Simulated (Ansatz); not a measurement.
# AlN: pressure against volume

AlN, P6_3/mmc, a = 3.314 Å, c = 4.187 Å. This isn't the usual stable structure of the compound. Ansatz: PBE, PAW, 420 eV, Γ-centred 9×9×6 mesh on 4 atoms, Gaussian smearing 0.02 eV; no spin polarisation. Shape and atoms are relaxed at each volume; pressure is positive in compression.

| V (Å³/atom) | P (GPa) |
| --- | --- |
| 8.762 | 33.46 |
| 9.061 | ? |
| 9.360 | 14.18 |
| 9.659 | 6.54 |
| 9.957 | 0.01 |
| 10.256 | -5.56 |
| 10.555 | -10.22 |
| 10.953 | -15.07 |

Problem. Take V0 = 9.957 Å³/atom, count pressures from its P0 = 0.01 GPa, fit the third-order Birch–Murnaghan form to the other rows, and predict the missing pressure.

Solution. With the Eulerian strain f = ½[(V0/V)^(2/3) − 1] and y = (P − P0)/[3f(1 + 2f)^(5/2)], the form is the line y = B0 + 1.5 B0 (B0′ − 4) f. Rows (f, y): 0.04449, 202.5; 0.02104, 202.5; 0.01023, 202.3; -0.00977, 199.6; -0.01907, 197.1; -0.03079, 191.4. Means f = 0.002688, y = 199.23; Σ(Δf)² = 0.003890, ΣΔfΔy = 0.5237; the slope is their ratio. y = 198.9 + 134.6 f GPa, so B0 = 198.9 GPa and B0′ = 4 + 2 × (134.6)/(3 × 198.9) = 4.45. At V = 9.061, f = 0.03244, y = 203.27 and P = 23.16 GPa. The run gave 23.08 GPa, so the fit is 0.08 GPa too high, within the rms miss on the fitted rows (0.20 GPa).